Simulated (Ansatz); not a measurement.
**CdGeAs2 in Ansatz: the effect of target pressure**

CdGeAs2:

```
CELL_PARAMETERS angstrom
-2.98887 2.98887 5.66430
2.98887 -2.98887 5.66430
2.98887 2.98887 -5.66430
ATOMIC_POSITIONS crystal
Cd 0.50000 0.50000 0.00000
Cd 0.25000 0.75000 0.50000
As 0.09622 0.12500 0.47122
As 0.37500 0.90378 0.02878
As 0.65378 0.62500 0.52878
As 0.87500 0.34622 0.97122
Ge 0.75000 0.25000 0.50000
Ge 0.00000 0.00000 0.00000
```

The cell is a database's computed one.

Alike in all runs:

```yaml
Program: Ansatz 0.2.0
Task: relaxation of cell and atoms
Functional: PBEsol
Potentials_or_basis: Ansatz PAW
Cutoff: "420 eV (not typed: the program's choice for these potentials)"
k_mesh: 6 × 6 × 6
Occupations: fermi-dirac, width 0.05 eV
Spin: no spin polarisation
```

Each run relaxes the cell or the atoms first.

Q: One run gave: relaxed volume 15.78 Å³/atom; gap on the mesh none. Which target pressure did it use?
A. 30 GPa
B. 10 GPa
C. 2 GPa
D. 20 GPa
E. 0 GPa

A: A.

```csv
target pressure,relaxed volume (Å³/atom),gap on the mesh (eV)
0 GPa,24.97,0.20
2 GPa,24.21,0.16
5 GPa,23.27,0.05
10 GPa,22.05,0.35
20 GPa,20.30,0.35
30 GPa,15.78,none
```

Caveats: the plane-wave basis is chosen anew once the cell has moved, so the energies of steps on either side of that aren't comparable; the PAW data sets come from PBE, with cores solved anew for the run's functional, which leaves a small shift of forces and pressure; the volume moved by over 15 % at a fixed basis, so the end points are rough (some runs).

A k mesh can miss the band edges.

A gap of «none» marks a metal or a gap under the smearing width.
